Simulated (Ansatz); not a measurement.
CuI (Marshite):

```xyz
2
Lattice="0.0000 3.0315 3.0315 3.0315 0.0000 3.0315 3.0315 3.0315 0.0000" Properties=species:S:1:pos:R:3 pbc="T T T"
I     0.0000    0.0000    0.0000
Cu    4.5473    4.5473    4.5473
```

| Property | Result |
| --- | --- |
| Program | Ansatz 0.2.0 |
| Task | relaxation of cell and atoms |
| Functional | BLYP |
| Potentials or basis | all-electron LAPW, scalar-relativistic |
| Basis error allowed | 0.001 eV/atom |
| k mesh | 8 × 8 × 8 |
| Occupations | fermi-dirac, width 0.05 eV |
| Spin | no spin polarisation |

At the start: volume 27.86 Å³/atom.

How do energy, volume and symmetry change on relaxing?

Over 5 steps the energy falls by 26.8 meV/atom and the volume is 30.54 Å³/atom (+9.6 %); space group F-43m (No. 216, to 0.05 Å).

Step by step:
```tsv
step	energy change (eV)	largest force (eV/Å)	volume (Å³)
1	0.0000	0.0000	55.72
2	-0.0530	0.0000	60.48
3	-0.0535	0.0000	60.97
4	-0.0536	0.0000	61.07
5	-0.0536	0.0000	61.07
```

Final structure:
```
I Cu
1.0
     0.00000    3.12562    3.12562
     3.12562    0.00000    3.12562
     3.12562    3.12562    0.00000
I Cu
1 1
Direct
  0.00000 0.00000 0.00000
  0.75000 0.75000 0.75000
```
